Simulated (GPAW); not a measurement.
# C (Cmme) in GPAW: single point with LDA

Aim: the single point of C with LDA.

Program: GPAW 26.7.0. These are calculated values, not measurements. Logs are shortened: lines on timing, memory, paths and dates and some standing lists are left out, and cuts for length are marked. The log counts tension as positive stress, the text compression.

### 1 Starting point

Symmetry: Cmme, No. 67, orthorhombic system. The conventional cell has a = 2.456 Å, b = 4.254 Å, c = 7.173 Å, α = 90.00°, β = 90.00°, γ = 90.00°. C (site symmetry m) is surrounded by 3 C at 1.42 Å.

This is a stacking variant of graphite.

### 2 Single point, LDA

run.py

```python
from ase import Atoms
from ase.dft.bandgap import bandgap
from ase.io import write
from ase.units import GPa
from gpaw import GPAW, PW

atoms = Atoms(['C', 'C', 'C', 'C'],
              cell=[[1.22804797, -2.12706182, 0.0],
                    [1.22804797, 2.12706182, 0.0],
                    [0.0, 0.0, 7.17326776]],
              scaled_positions=[[0.91662054, 0.08337946, 0.7531376],
                                [0.41662054, 0.58337946, 0.2468624],
                                [0.08337946, 0.91662054, 0.2468624],
                                [0.58337946, 0.41662054, 0.7531376]],
              pbc=True)

calc = GPAW(mode=PW(600),
            xc='LDA',
            kpts={'size': (10, 10, 3), 'gamma': True},
            occupations={'name': 'fermi-dirac', 'width': 0.05},
            nbands=18,
            maxiter=120,
            txt='gpaw.txt')
atoms.calc = calc
energy = atoms.get_potential_energy()
forces = atoms.get_forces()
stress = atoms.get_stress()
calc.write('gs.gpw')
write('result.traj', atoms)
print(f'Energy: {energy:.6f} eV')
print('Forces (eV/A):')
print(forces.round(4))
print('Stress (GPa):', (stress / GPa).round(3))
print('Fermi level:', round(calc.get_fermi_level(), 4), 'eV')
print(f'Gap: {bandgap(calc)[0]:.4f} eV, direct: {bandgap(calc, direct=True)[0]:.4f} eV')
```

Potentials or basis: the program's PAW data sets (release 1.2.1) made for this functional, pw.

Launch:

```sh
> OMP_NUM_THREADS=1 python run.py
```

gpaw.txt:

```text
__  _  _
 | _ |_)|_||  |
 |__||  | ||/\| - 26.7.0

Input parameters:
  mode=PW(ecut=600.0),
  kpts=MonkhorstPack(size=(10, 10, 3), gamma=True),
  maxiter=120,
  nbands=18,
  occupations=Occupations(name='fermi-dirac', width=0.05),
  xc=XC(name='LDA')

Diagonalizing LCAO Hamiltonian
Converting LCAO to pw mode

        C
       C

          C
         C

Atoms  # Å, Bohr magnetons
|   | symbol |        x |         y |        z |    initial magnetic moments |
|---|--------|----------|-----------|----------|-----------------------------|
| 0 |      C | 1.228048 | -1.772355 | 5.402458 | ( 0.0000,  0.0000,  0.0000) |
| 1 |      C | 1.228048 |  0.354707 | 1.770810 | ( 0.0000,  0.0000,  0.0000) |
| 2 |      C | 1.228048 |  1.772355 | 1.770810 | ( 0.0000,  0.0000,  0.0000) |
| 3 |      C | 1.228048 | -0.354707 | 5.402458 | ( 0.0000,  0.0000,  0.0000) |

Unit cell  # Å
| periodic |        x |         y |        z |  lengths |     angles |
|----------|----------|-----------|----------|----------|------------|
|      yes | 1.228048 | -2.127062 | 0.000000 | 2.456114 |  90.000000 |
|      yes | 1.228048 |  2.127062 | 0.000000 | 2.456114 |  90.000000 |
|      yes | 0.000000 |  0.000000 | 7.173268 | 7.173268 | 120.000475 |

Number of symmetries: 4
Symmetry operations  # r_c * U_cc + t_c -> r_c
|   | kind |            matrix            |
|---|------|------------------------------|
| 0 |  E   |  1, 0, 0,  0, 1, 0,  0, 0, 1 |
| 1 |  C2  |  0, 1, 0,  1, 0, 0,  0, 0,-1 |
| 2 |  σ   |  0,-1, 0, -1, 0, 0,  0, 0, 1 |
| 3 |  i   | -1, 0, 0,  0,-1, 0,  0, 0,-1 |

BZ-sampling:
  Number of BZ points: 300
  Number of IBZ points: 86

  Monkhorst-Pack size: [10, 10, 3]
  Monkhorst-Pack shift: [0.05, 0.05, 0.0]

K-points  # in reciprocal-cell coordinates
|     |                                coordinates |     weight |
|-----|--------------------------------------------|------------|
|   0 | (  0.00000000,   0.00000000,   0.00000000) | 0.00333333 |
|   1 | (  0.00000000,   0.00000000,   0.33333333) | 0.00666667 |
|   2 | (  0.10000000,  -0.10000000,  -0.33333333) | 0.00666667 |
|   3 | (  0.10000000,  -0.10000000,   0.00000000) | 0.00666667 |
|   4 | (  0.10000000,  -0.10000000,   0.33333333) | 0.00666667 |
|   5 | (  0.10000000,   0.00000000,  -0.33333333) | 0.01333333 |
|   6 | (  0.10000000,   0.00000000,   0.00000000) | 0.01333333 |
|   7 | (  0.10000000,   0.00000000,   0.33333333) | 0.01333333 |
|   8 | (  0.10000000,   0.10000000,   0.00000000) | 0.00666667 |
|   9 | (  0.10000000,   0.10000000,   0.33333333) | 0.01333333 |
| ... |                                            |            |
|  85 | (  0.50000000,   0.50000000,   0.33333333) | 0.00666667 |

Plane wave coefficients: 1271
Cutoff: 600.0 eV

Spin-components: 1 (collinear spins)
Bands:           18
Projectors:      20
Spin-degeneracy: 2
Datatype:        complex128

Parallelization:
  kpt:    1
  domain: 1
  band:   1

Density:
  Valence electrons: 16.0
  Components: 1
  Grid points: [14 14 42]
  Charge: 0.0  # |e|

Potential:
  Grid points: [14 14 42]

species:
  C:
    name:    Carbon
    Z:       6.0
    valence: 4
    core:    2
    charge:  0.0  # [|e|]
    compensation charges:
      type: gauss
      rc: 0.20  # [Å]
      lmax: 2
    cutoffs:
      filter: 1.14  # [Å]
      core: 1.14  # [Å]
    projectors
    | kind |    occ | energy [eV] | rcut [Å] |
    |------|--------|-------------|----------|
    |   2s |  2.000 |     -13.639 |    0.635 |
    |   2p |  2.000 |      -5.414 |    0.635 |
    |    s |        |      13.573 |    0.635 |
    |    p |        |      21.797 |    0.635 |
    |    d |        |       0.000 |    0.635 |

    Using partial waves for C as LCAO basis

Reference energy: -4075.210151  # eV

eigensolver:
  PPCG
  Converge bands: occupied
  niter=2

density mixing:
  MSR1-Mixer
  Pratt-step length: 0.05
  Maximum mixing coefficient: 0.75
  Old densities: 10
  SVD Regularization: 0.005
  Good broyden scale: 1.0
  Trust region scale: 1.0
  Backstep threshold: 4.0
  History deletion threshold: 6.0
  Fourier metric: weight=20.0, sigma=0.015

occupation numbers:
  Fermi-Dirac:
    width: 0.0500  # eV

poisson solver:
  ecut: 4800.0  # eV

xc functional:
  name: None

convergence criteria:
- Maximum [total energy] change in last 3 cyles: 0.0005 eV / valence electron
- Maximum integral of absolute [dens]ity change: 0.0001 electrons / valence electron
- Maximum integral of absolute [eigenst]ate change: 4e-08 eV^2 / valence electron
maximum number of iterations: 120

SCF iterations
|iter     | |      energy | eigst |  dens |
|---------|-|-------------|-------|-------|
|iter:   1| |  -42.834463 | +0.61 |       |
|iter:   2| |  -42.515860 | -1.56 | -0.73 |
|iter:   3| |  -40.475556 | -0.95 | -0.76 |
|iter:   4| |  -40.480982 | -2.58 | -1.59 |
|iter:   5| |  -40.483078c| -4.02 | -1.99 |
|iter:   6| |  -40.483080c| -5.79 | -3.26 |
|iter:   7| |  -40.483078c| -6.53 | -3.59 |
|iter:   8| |  -40.483078c| -7.61c| -3.88 |
|iter:   9| |  -40.483078c| -8.46c| -5.29c|

Converged in 9 steps
Energy contributions relative to reference atoms: (reference = -4075.210151)

Energy contributions:
  Kinetic:          38.156664
  Coulomb:         -38.616008
  Zero:              0.069611
  External:          0.000000
  Xc:              -40.093345
  Entropy:          -0.000000
  Spinorbit:         0.000000
  ----------------------------
  Free energy:     -40.483078
  Extrapolated:    -40.483078

dipole moment: (0.000002, -0.000000, 0.000007)  # |e|*Ang

Fermi level: 5.304
Eigenvalues  # (at kpt = [0.000, 0.000, 0.000])
| band index |      eig [eV] | occ [0-2] |
|------------|---------------|-----------|
|          0 |       -14.174 |     2.000 |
|          1 |       -13.985 |     2.000 |
|          2 |        -3.104 |     2.000 |
|          3 |        -1.649 |     2.000 |
|          4 |         2.277 |     2.000 |
|          5 |         2.283 |     2.000 |
[... 8 lines left out ...]
|         14 |        16.747 |     0.000 |
|         15 |        16.829 |     0.000 |
|        ... |               |           |
|         17 |        18.413 |     0.000 |

Gap: 1.225 eV
Transition (v -> c):
  (s=0, k=66, n=7, [0.40, 0.30, 0.00]) -> (s=0, k=42, n=8, [0.30, 0.30, 0.00])
Direct/indirect transitions are different
Direct gap: 1.299 eV
Transition at: (s=0, k=42, n=7, [0.30, 0.30, 0.00])

Forces  # eV/Ang
|       x |        y |        z |
|---------|----------|----------|
| 0.00000 | -0.01842 | -0.00379 |  # C    0
| 0.00000 | -0.01842 |  0.00379 |  # C    1
| 0.00000 |  0.01842 |  0.00379 |  # C    2
| 0.00000 |  0.01842 | -0.00379 |  # C    3

Stress tensor  # eV/Ang^3
|        x |         y |         z |
|----------|-----------|-----------|
| 0.029441 |  0.000000 |  0.000000 |
| 0.000000 |  0.030796 | -0.000000 |
| 0.000000 | -0.000000 |  0.006768 |

# Writing to gs.gpw (mode='')
```

stdout:

```text
Energy: -40.483078 eV
Forces (eV/A):
[[ 0.     -0.0184 -0.0038]
 [ 0.     -0.0184  0.0038]
 [ 0.      0.0184  0.0038]
 [ 0.      0.0184 -0.0038]]
Stress (GPa): [ 4.717  4.934  1.084 -0.     0.     0.   ]
Fermi level: 5.3044 eV
Gap: 1.2247 eV, direct: 1.2985 eV
```

Wall time 25 s (1 thread of Arm Neoverse V2, shared host); peak memory 0.18 GiB.

Results:

```
Free energy            : -40.4831 eV
Pressure               : -3.6 GPa
Largest force          : 0.019 eV/Å
Band gap on the k mesh : 1.22 eV
```

Forces on the atoms (eV/Å):
```
C    0.000 -0.018 -0.004
C    0.000 -0.018  0.004
C    0.000  0.018  0.004
C    0.000  0.018 -0.004
```

Stress tensor (GPa, compression positive):
```
-4.72  0.00  0.00
 0.00 -4.93  0.00
 0.00  0.00 -1.08
```

Caveat: the cutoff is short for stress and forces, so pressures can be off by a GPa or more; an odd mesh through Γ misses points on the zone boundary, where band edges often lie.
